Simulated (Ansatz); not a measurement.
Input of an Ansatz 0.2.0 run:

File input.yaml:

```yaml
crystal:
  lattice:
    - [4.26, 0.0, 0.0]
    - [0.0, 4.26, 0.0]
    - [0.0, 0.0, 4.26]
  atoms:
    - { symbol: Cu, position: [0.75, 0.25, 0.75] }
    - { symbol: Cu, position: [0.75, 0.75, 0.25] }
    - { symbol: Cu, position: [0.25, 0.75, 0.75] }
    - { symbol: Cu, position: [0.25, 0.25, 0.25] }
    - { symbol: O, position: [0.5, 0.5, 0.5] }
    - { symbol: O, position: [0.0, 0.0, 0.0] }
hamiltonian:
  xc: pbesol
  pseudopotentials: { kind: paw }
kpoints:
  mp_grid: { grid: [6, 6, 6] }
  band_path:
    path:
      - [[0.0, 0.0, 0.0], [0.0, 0.5, 0.0], [0.5, 0.5, 0.0], [0.0, 0.0, 0.0], [0.5, 0.5, 0.5], [0.0, 0.5, 0.0]]
      - [[0.5, 0.5, 0.0], [0.5, 0.5, 0.5]]
    npoints: 14
scf:
  occupations: { method: fermi_dirac, width: 0.05 }
  n_extra_bands: 15
output:
  forces: true
  stress: true
  eigenvalues: true
  fatbands: true
```

Potentials or basis: Ansatz PAW.

Launch:

```sh
$ ansatz run input.yaml --threads 2 --pin off --max-ram 5632MiB --backend cpu --events-out ev --progress --plain --runs-dir out
```

Task: Estimate the band gap on the k mesh.

Result: 0.50 eV, direct.

Task: Estimate the pressure.

Result: -3.2 GPa.

Task: Estimate the band gap along the path.

Result: 0.50 eV, direct.

Levels at the corners of the path, in eV from the valence-band top:
```csv
point,band 42,band 43,band 44,band 45,band 46,band 47
Γ,0.00,0.00,0.00,0.50,1.15,1.15
X,-1.19,-0.40,-0.40,2.22,2.22,4.16
M,-1.21,-0.66,-0.66,1.85,1.85,3.80
Γ,0.00,0.00,0.00,0.50,1.15,1.15
R,-0.57,-0.57,-0.57,2.37,2.37,2.37
X,-1.19,-0.40,-0.40,2.22,2.22,4.16
M,-1.21,-0.66,-0.66,1.85,1.85,3.80
R,-0.57,-0.57,-0.57,2.37,2.37,2.37
```

Caveat: the pressure holds a Pulay correction of +0.4 GPa for the finite cutoff; the PAW data sets come from PBE, with cores solved anew for the run's functional, which leaves a small shift of forces and pressure.

**The experiment to reproduce.**

“Importance of surface oxygen vacancies for ultrafast hot carrier relaxation and transport in Cu2O”, 2021, arxiv:2103.03167 quotes, for a bulk crystal of Cu2O: band gap 2.17 eV (direct).

Measured gap of Cu2O: 2.17 eV (direct; quoted in “Importance of surface oxygen vacancies for ultrafast hot carrier relaxation and transport in Cu2O”, 2021, arxiv:2103.03167). This calculation gives 0.50 eV (-1.67 eV). So large a miss can be the level of theory's own, or it may mean another phase, state or a wrong row. The value is that of PBEsol, without temperature or zero-point motion. Semilocal functionals fall short of measured gaps as a rule.
